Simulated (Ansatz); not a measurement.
## diamond against fcc along the 3d metals

The calculation used DFT, PBE, plane waves (420 eV) with PAW, scalar-relativistic in Ansatz 0.2.0.

Each structure is relaxed within its symmetry, in the lowest magnetic state of the tried starts. Differences under about 8 meV lie within the error of the k-point mesh.

```csv
element,E(diamond) − E(fcc) (meV/atom),V(diamond) (Å³/atom),V(fcc) (Å³/atom),state of diamond,state of fcc
Sc,1945,34.13,24.75,non-magnetic,spin not included
Ti,2093,27.42,17.42,ferromagnetic,spin not included
V,2058,20.44,13.90,ferromagnetic,non-magnetic
Mn,1273,16.93,11.44,antiferromagnetic,antiferromagnetic
Co,1283,16.37,10.92,ferromagnetic,ferromagnetic
Ni,1203,16.58,10.90,ferromagnetic,ferromagnetic
Cu,1041,19.15,11.95,spin not included,spin not included
Zn,447,24.70,15.19,spin not included,spin not included
```
